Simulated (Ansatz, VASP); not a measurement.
# Al in VASP and in Ansatz

```
CELL_PARAMETERS angstrom
-1.59122 1.59122 1.59122
1.59122 -1.59122 1.59122
1.59122 1.59122 -1.59122
ATOMIC_POSITIONS crystal
Al 0.00000 0.00000 0.00000
```

This isn't the form of Al at room conditions, which is fcc.

Alike in both runs: task single point; functional PBEsol; k mesh 8 × 8 × 8; occupations gaussian, width 0.1 eV; no spin polarisation.

|  | VASP | Ansatz |
| --- | --- | --- |
| version | VASP 6.6.1 | Ansatz 0.2.0 |
| potentials or method | VASP PAW PBE potentials, release 64 (Al) | scalar-relativistic, plane waves, PAW |
| plane-wave cutoff (eV) | 520 | 420 |
| valence electrons in the cell | 3 | 3 |

VASP gave:

| Item | Value |
| --- | --- |
| gap on the k mesh at the Fermi level (eV) | none |
| pressure (GPa) | 2.7 |

Task: Estimate Ansatz's values.

Result: gap on the k mesh at the Fermi level (eV): none; pressure (GPa): 2.6.

A gap of «none» marks a metal or a gap that the smearing closes.

Caveats: the PAW data sets were made with another functional, which shifts forces and pressure a little (VASP).
